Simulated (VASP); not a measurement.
# MnSb (P6_3/mmc) in VASP: notebook

The runs below take MnSb through single point, with PBE.

Program: VASP 6.6.1. These are calculated values, not measurements. Logs are shortened: lines on timing, memory, paths and dates and some standing lists are left out, and cuts for length are marked.

## (1) Starting point

The structure is hexagonal, space group P6_3/mmc (No. 194). Conventional cell: a = 4.130 Å, b = 4.130 Å, c = 5.800 Å, α = 90.00°, β = 90.00°, γ = 120.00°. Sb (site symmetry -6m2) is surrounded by 6 Mn at 2.79 Å. Mn (site symmetry -3m) is surrounded by 6 Sb at 2.79 Å and 2 Mn at 2.90 Å.

## (2) Single point, PBE, collinear spin, typed start

INCAR

```
SYSTEM = MnSb
ALGO = Normal ; EDIFF = 1E-6
ENCUT = 520 ; GGA = PE
ISIF = 2 ; ISMEAR = 0
ISPIN = 2 ; LASPH = .True.
LCHARG = .True. ; LELF = .True.
LMAXMIX = 4 ; LORBIT = 11
LREAL = .False. ; LVHAR = .True.
LWAVE = .False. ; MAGMOM = 0 0 4.5 4.5
NBANDS = 30 ; NELM = 150
PREC = Accurate ; SIGMA = 0.05
```

KPOINTS

```
k-points
0
Gamma
  8 8 5
  0 0 0
```

POSCAR

```
MnSb
1.0
    4.1299978700      0.0000000000      0.0000000000
   -2.0649989400      3.5766830700      0.0000000000
    0.0000000000      0.0000000000      5.8000000000
Sb Mn
2 2
Direct
    0.3333333300      0.6666666700      0.2500000000
    0.6666666700      0.3333333300      0.7500000000
    0.0000000000      0.0000000000      0.0000000000
    0.0000000000      0.0000000000      0.5000000000
```

Potentials or basis: VASP PAW PBE potentials, release 64 (Sb, Mn_pv).

Launch:

```bash
$ cat potpaw_PBE.64/Sb/POTCAR potpaw_PBE.64/Mn_pv/POTCAR > POTCAR
$ mpirun -np 1 vasp_std > vasp.out
```

OUTCAR:

```text
SYSTEM = MnSb
   EDIFF = 1E-6
   ENCUT = 520
   GGA = PE
   ISIF = 2
   ISMEAR = 0
   ISPIN = 2
   LASPH = .True.
   LORBIT = 11
   LREAL = .False.
   NELM = 150
   PREC = Accurate

 ion  position               nearest neighbor table
   1  0.333  0.667  0.250-   3 2.79   4 2.79   3 2.79   4 2.79   3 2.79   4 2.79   2 3.75   2 3.75
                             2 3.75   2 3.75   2 3.75   2 3.75
   2  0.667  0.333  0.750-   3 2.79   4 2.79   3 2.79   4 2.79   3 2.79   4 2.79   1 3.75   1 3.75
                             1 3.75   1 3.75   1 3.75   1 3.75
   3  0.000  0.000  0.000-   1 2.79   2 2.79   1 2.79   2 2.79   2 2.79   1 2.79   4 2.90   4 2.90

   4  0.000  0.000  0.500-   1 2.79   2 2.79   1 2.79   2 2.79   2 2.79   1 2.79   3 2.90   3 2.90

  LATTYP: Found a hexagonal cell.
 ALAT       =     4.1299978700
 C/A-ratio  =     1.4043590778

  Lattice vectors:

 A1 = (   4.1299978700,   0.0000000000,   0.0000000000)
 A2 = (  -2.0649989400,   3.5766830700,   0.0000000000)
 A3 = (   0.0000000000,   0.0000000000,   5.8000000000)

Analysis of symmetry for initial positions (statically):
=====================================================================
 Subroutine PRICEL returns:
 Original cell was already a primitive cell.

 Routine SETGRP: Setting up the symmetry group for a
 hexagonal supercell.

 Subroutine GETGRP returns: Found 24 space group operations
 (whereof 12 operations were pure point group operations)
 out of a pool of 24 trial point group operations.

The static configuration has the point symmetry D_3d.
 The point group associated with its full space group is D_6h.

Analysis of symmetry for dynamics (positions and initial velocities):
=====================================================================
 Subroutine PRICEL returns:
 Original cell was already a primitive cell.

 Routine SETGRP: Setting up the symmetry group for a
 hexagonal supercell.

 Subroutine GETGRP returns: Found 24 space group operations
 (whereof 12 operations were pure point group operations)
 out of a pool of 24 trial point group operations.

The dynamic configuration has the point symmetry D_3d.
 The point group associated with its full space group is D_6h.

Analysis of structural, dynamic, and magnetic symmetry:
=====================================================================
 Subroutine PRICEL returns:
 Original cell was already a primitive cell.

 Routine SETGRP: Setting up the symmetry group for a
 hexagonal supercell.

 Subroutine GETGRP returns: Found 24 space group operations
 (whereof 12 operations were pure point group operations)
 out of a pool of 24 trial point group operations.

The overall configuration has the point symmetry D_3d.
 The point group associated with its full space group is D_6h.

 Subroutine INISYM returns: Found 24 space group operations
 (whereof 12 operations are pure point group operations),
 and found     1 'primitive' translations

----------------------------------------------------------------------------------------

                                     Primitive cell

  volume of cell :      85.6758

  direct lattice vectors                    reciprocal lattice vectors
     4.129997870  0.000000000  0.000000000     0.242130875  0.139794327  0.000000000
    -2.064998940  3.576683070  0.000000000     0.000000000  0.279588653  0.000000000
     0.000000000  0.000000000  5.800000000     0.000000000  0.000000000  0.172413793

  length of vectors
     4.129997870  4.129997870  5.800000000     0.279588653  0.279588653  0.172413793

  position of ions in fractional coordinates (direct lattice)
     0.333333330  0.666666670  0.250000000
     0.666666670  0.333333330  0.750000000
     0.000000000  0.000000000  0.000000000
     0.000000000  0.000000000  0.500000000

  ion indices of the primitive-cell ions
   primitive index   ion index
                 1           1
                 2           2
                 3           3
                 4           4

----------------------------------------------------------------------------------------

 KPOINTS: k-points

Automatic generation of k-mesh.
 Grid dimensions read from file:
 generate k-points for:    8    8    5

 Generating k-lattice:

  Cartesian coordinates                     Fractional coordinates (reciprocal lattice)
     0.030266359  0.017474291  0.000000000     0.125000000  0.000000000  0.000000000
     0.000000000  0.034948582  0.000000000     0.000000000  0.125000000  0.000000000
     0.000000000  0.000000000  0.034482759     0.000000000  0.000000000  0.200000000

  Length of vectors
     0.034948582  0.034948582  0.034482759

  Shift w.r.t. Gamma in fractional coordinates (k-lattice)
     0.000000000  0.000000000  0.000000000

 Subroutine IBZKPT returns following result:
 ===========================================

 Found     30 irreducible k-points:

 Following reciprocal coordinates:
            Coordinates               Weight
  0.000000  0.000000  0.000000      1.000000
  0.125000  0.000000  0.000000      6.000000
  0.250000  0.000000  0.000000      6.000000
  0.375000  0.000000  0.000000      6.000000
  0.500000  0.000000  0.000000      3.000000
  0.125000  0.125000  0.000000      6.000000
[... 16 lines left out ...]
  0.250000  0.000000  0.400000     12.000000
  0.375000  0.000000  0.400000     12.000000
 [... further k-points ...]
   k-points           NKPTS =     30   k-points in BZ     NKDIM =     30   number of bands    NBANDS=     30
   number of dos      NEDOS =    301   number of ions     NIONS =      4
   total plane-waves  NPLWV =  49152
   dimension x,y,z NGX =    32 NGY =   32 NGZ =   48
   dimension x,y,z NGXF=    64 NGYF=   64 NGZF=   96
   ions per type =               2   2
   NGX,Y,Z   is equivalent  to a cutoff of  12.88, 12.88, 13.76 a.u.
   NGXF,Y,Z  is equivalent  to a cutoff of  25.76, 25.76, 27.52 a.u.
 SYSTEM =  MnSb
   PREC   = accura    normal or accurate (medium, high low for compatibility)
   ISTART =      0    job   : 0-new  1-cont  2-samecut
   ICHARG =      2    charge: 1-file 2-atom 10-const
   ISPIN  =      2    spin polarized calculation?
   LNONCOLLINEAR =      F non collinear calculations
   LSORBIT =      F    spin-orbit coupling
   LASPH  =      T    aspherical Exc in radial PAW
   ENCUT  =  520.0 eV  38.22 Ry    6.18 a.u.   7.68  7.68 10.78*2*pi/ulx,y,z
   NELM   =    150;   NELMIN=  2; NELMDL= -5     # of ELM steps
   EDIFF  = 0.1E-05   stopping-criterion for ELM
   LREAL  =      F    real-space projection
   EDIFFG = 0.1E-04   stopping-criterion for IOM
   NSW    =      0    number of steps for IOM
   IBRION =     -1    ionic relax: 0-MD 1-quasi-New 2-CG
   NFREE  =      0    steps in history (QN), initial steepest desc. (CG)
   ISIF   =      2    stress and relaxation
   ISYM   =      2    0-nonsym 1-usesym 2-fastsym
   POTIM  = 0.5000    time-step for ionic-motion
   TEBEG  =    0.0;   TEEND  =   0.0 temperature during run
   PSTRESS=    0.0 pullay stress
   NELECT =      36.0000    total number of electrons
   NUPDOWN=      -1.0000    fix difference up-down
   EMIN   =  10.00;   EMAX   =-10.00  energy-range for DOS
   EFERMI =   0.00;   METHOD = LEGACY
   ISMEAR =     0;   SIGMA  =   0.05  broadening in eV -4-tet -1-fermi 0-gaus
   EFERMI_NEDOS =   21; number of points for ismear=-14 and -15
   IALGO  =     38    algorithm
   IMIX   =      4    mixing-type and parameters
     AMIX     =   0.40;   BMIX     =  1.00
     AMIX_MAG =   1.60;   BMIX_MAG =  1.00
  volume/ion in A,a.u.               =      21.42       144.54
  Fermi-wavevector in a.u.,A,eV,Ry     =   1.226186  2.317155 20.456785  1.503531
  Thomas-Fermi vector in A             =   2.361196
   LORBIT       =     11    0 simple, 1 ext, 2 COOP (PROOUT), +10 PAW based schemes
   GGA     = PE    functional components
   LHFCALC =     F    Hartree Fock is set to
   AEXX    =    0.0000 exact exchange contribution
   IVDW    =     0    specifies the selected vdW correction
   LEPSILON=     F    determine dielectric tensor
   LRPA    =     F    only Hartree local field effects (RPA)
 spin polarized calculation
 Gauss-broadening in eV      SIGMA  =   0.05
  energy-cutoff  :      520.00
  volume of cell :       85.68
 maximum number of plane-waves:      2344
 NGX is ok and might be reduce to    32
   NGX = 15   NGY = 15   NGZ = 21

 number of electron      36.0000014 magnetization       6.7118596

 Free energy of the ion-electron system (eV)
  ---------------------------------------------------
  ext. energy  EPLUGINS =         0.00000000
  ---------------------------------------------------
  free energy    TOTEN  =       -26.31647122 eV

  energy without entropy =      -26.31348348  energy(sigma->0) =      -26.31497735

 E-fermi :   7.7272     XC(G=0): -10.6387

 val. band max:        7.7078744614   @ k =   0.1250   0.0000   0.2000
 cond. band min:       7.7411307547   @ k =   0.2500   0.0000   0.4000
 fundamental gap:      0.0332562933
 Fermi energy:         7.7272121600

 spin component 1

 k-point     1 :       0.0000    0.0000    0.0000
  band No.  band energies     occupation
      1     -42.2257      1.00000
      2     -42.2257      1.00000
      3     -42.2186      1.00000
      4     -42.2186      1.00000
      5     -41.9958      1.00000
      6     -41.9192      1.00000
[... 22 lines left out ...]
     29      14.9670      0.00000
     30      14.9670      0.00000

 k-point     2 :       0.1250    0.0000    0.0000
  band No.  band energies     occupation
      1     -42.2260      1.00000
      2     -42.2258      1.00000
      3     -42.2188      1.00000
      4     -42.2186      1.00000
      5     -41.9957      1.00000
      6     -41.9192      1.00000
[... 22 lines left out ...]
     29      13.8752      0.00000
     30      14.3021      0.00000

 k-point     3 :       0.2500    0.0000    0.0000
  band No.  band energies     occupation
      1     -42.2267      1.00000
      2     -42.2260      1.00000
      3     -42.2193      1.00000
      4     -42.2187      1.00000
      5     -41.9956      1.00000
      6     -41.9191      1.00000
[... 682 lines left out ...]
     29      14.8580      0.00000
     30      15.4028      0.00000

 k-point    24 :       0.3750    0.0000    0.4000
  band No.  band energies     occupation
      1     -42.2247      1.00000
      2     -42.2236      1.00000
      3     -42.2224      1.00000
      4     -42.2214      1.00000
      5     -41.9691      1.00000
      6     -41.9455      1.00000
[... 22 lines left out ...]
     29      15.6009      0.00000
     30      17.0115      0.00000

 [... further k-points ...]

 spin component 2

 k-point     1 :       0.0000    0.0000    0.0000
  band No.  band energies     occupation
      1     -38.5930      1.00000
      2     -38.5930      1.00000
      3     -38.5843      1.00000
      4     -38.5843      1.00000
      5     -38.5386      1.00000
      6     -38.4475      1.00000
[... 22 lines left out ...]
     29      15.9144      0.00000
     30      15.9144      0.00000

 k-point     2 :       0.1250    0.0000    0.0000
  band No.  band energies     occupation
      1     -38.5934      1.00000
      2     -38.5932      1.00000
      3     -38.5845      1.00000
      4     -38.5843      1.00000
      5     -38.5384      1.00000
      6     -38.4474      1.00000
[... 22 lines left out ...]
     29      14.6694      0.00000
     30      15.1209      0.00000

 k-point     3 :       0.2500    0.0000    0.0000
  band No.  band energies     occupation
      1     -38.5943      1.00000
      2     -38.5934      1.00000
      3     -38.5852      1.00000
      4     -38.5844      1.00000
      5     -38.5382      1.00000
      6     -38.4473      1.00000
[... 682 lines left out ...]
     29      15.3823      0.00000
     30      15.9436      0.00000

 k-point    24 :       0.3750    0.0000    0.4000
  band No.  band energies     occupation
      1     -38.5920      1.00000
      2     -38.5905      1.00000
      3     -38.5891      1.00000
      4     -38.5877      1.00000
      5     -38.5067      1.00000
      6     -38.4787      1.00000
[... 22 lines left out ...]
     29      16.1376      0.00000
     30      17.5276      0.00000

 [... further k-points ...]
[... 5 lines left out ...]
  --------------------------------------------------------------------------------------
  -------------------------------------------------------------------------------------
  Total       -1.1602105     -1.1602105     -2.0894558      0.0000000      0.0000000      0.0000000
  in kB      -21.6964707    -21.6964707    -39.0737854      0.0000000      0.0000000      0.0000000
  external PRESSURE =     -27.4889089 kB  Pullay stress =       0.0000000 kB

 VOLUME and BASIS-vectors are now :
 -----------------------------------------------------------------------------
  energy-cutoff  :      520.00
  volume of cell :       85.68
      direct lattice vectors                 reciprocal lattice vectors
     4.129997870  0.000000000  0.000000000     0.242130875  0.139794327  0.000000000
    -2.064998940  3.576683070  0.000000000     0.000000000  0.279588653  0.000000000
     0.000000000  0.000000000  5.800000000     0.000000000  0.000000000  0.172413793

 POSITION                                       TOTAL-FORCE (eV/Angst)
 -----------------------------------------------------------------------------------
     -0.00000      2.38446      1.45000        -0.000000     -0.000000      0.000000
      2.06500      1.19223      4.35000         0.000000      0.000000      0.000000
      0.00000      0.00000      0.00000        -0.000000      0.000000      0.000000
      0.00000      0.00000      2.90000         0.000000      0.000000      0.000000
 -----------------------------------------------------------------------------------
    total drift:                               -0.000004      0.000002      0.000000

  FREE ENERGIE OF THE ION-ELECTRON SYSTEM (eV)
  ---------------------------------------------------
  free  energy   TOTEN  =       -26.3164712242 eV

  energy  without entropy=      -26.3134834844  energy(sigma->0) =      -26.31497735

 total charge

# of ion       s       p       d       tot
------------------------------------------
    1        1.142   1.267   0.041   2.450
    2        1.142   1.267   0.041   2.450
    3        0.274   6.210   5.035  11.519
    4        0.274   6.210   5.035  11.519
--------------------------------------------------
tot          2.831  14.952  10.153  27.937

 magnetization (x)

# of ion       s       p       d       tot
------------------------------------------
    1        0.012  -0.144   0.006  -0.126
    2        0.012  -0.144   0.006  -0.126
    3        0.038   0.026   3.334   3.398
    4        0.038   0.026   3.334   3.398
--------------------------------------------------
tot          0.099  -0.236   6.680   6.544
```

It took 3.7 min on 1 thread of AMD EPYC 7R13 (Zen 3), shared host; peak memory 0.28 GiB.

Results:

```yaml
Free_energy: -26.3165 eV
Pressure: -2.7 GPa
Band_gap_on_the_k_mesh: none (metal or under the smearing width)
Net_moment: 6.71 μB per cell
Site_moments: Sb -0.13; Mn +3.40 μB
Valence_electrons_inside_the_program's_atomic_spheres: Sb 2.45; Mn 11.52
```

Stress tensor (GPa, compression positive):
```
-2.17  0.00  0.00
 0.00 -2.17  0.00
 0.00  0.00 -3.91
```

Spin-orbit coupling is left out, which matters for the levels of Sb.

(Part 1 of 2 ends here.)
